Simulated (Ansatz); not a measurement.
# P3Pb: the cost of one run

Computed with Ansatz 0.2.0 (DFT r2SCAN, scalar-relativistic, plane waves, PAW, unless a step's input says otherwise).

## 1. The structure to begin with

Symmetry: Pm-3m, No. 221, cubic system. The conventional cell has a = 4.707 Å, b = 4.707 Å, c = 4.707 Å, α = 90.00°, β = 90.00°, γ = 90.00°. P (site symmetry 4/mmm) is surrounded by 2 Pb at 2.35 Å. Around Pb (site symmetry m-3m) lie 6 P at 2.35 Å.

Coordinates:

```
CELL_PARAMETERS angstrom
4.70672 0.00000 0.00000
0.00000 4.70672 0.00000
0.00000 0.00000 4.70672
ATOMIC_POSITIONS crystal
P 0.50000 0.00000 0.00000
P 0.00000 0.50000 0.00000
P 0.00000 0.00000 0.50000
Pb 0.00000 0.00000 0.00000
```

This is candidate A: anti-ReO3 type (Pm-3m, No. 221).

(A quick probe on a coarse mesh, which set the mesh and smearing, is not shown.)

## 3. Rough relaxation on the coarse mesh (candidate A)

Input file input.yaml:

```yaml
crystal:
  lattice:
    - [4.7067200628, 0.0, 0.0]
    - [0.0, 4.7067200628, 0.0]
    - [0.0, 0.0, 4.7067200628]
  atoms:
    - { symbol: P, position: [0.5, 0.0, 0.0] }
    - { symbol: P, position: [0.0, 0.5, 0.0] }
    - { symbol: P, position: [0.0, 0.0, 0.5] }
    - { symbol: Pb, position: [0.0, 0.0, 0.0] }
basis:
  ecutwfc: 500
kpoints:
  mp_grid: { grid: [4, 4, 4] }
hamiltonian:
  xc: r2scan
scf:
  occupations: { method: gaussian, width: 0.1 }
  lower_state_search: "off"
output:
  forces: true
  stress: true
  eigenvalues: true
relax:
  adjacent_minimum: "off"
  f_tol: 0.04
  max_steps: 70
  cell: { stress_tol: 0.4 }
```

The run is started by

```console
> ansatz run input.yaml --threads 1 --pin off --max-ram 2560MiB --backend cpu --events-out ev --progress --plain --runs-dir out
```

**Question.** How long does this run take on 1 thread of Intel Xeon Platinum 8488C (Sapphire Rapids), shared host, and how much memory does it need?

About 22 s, with a peak of 0.69 GiB.
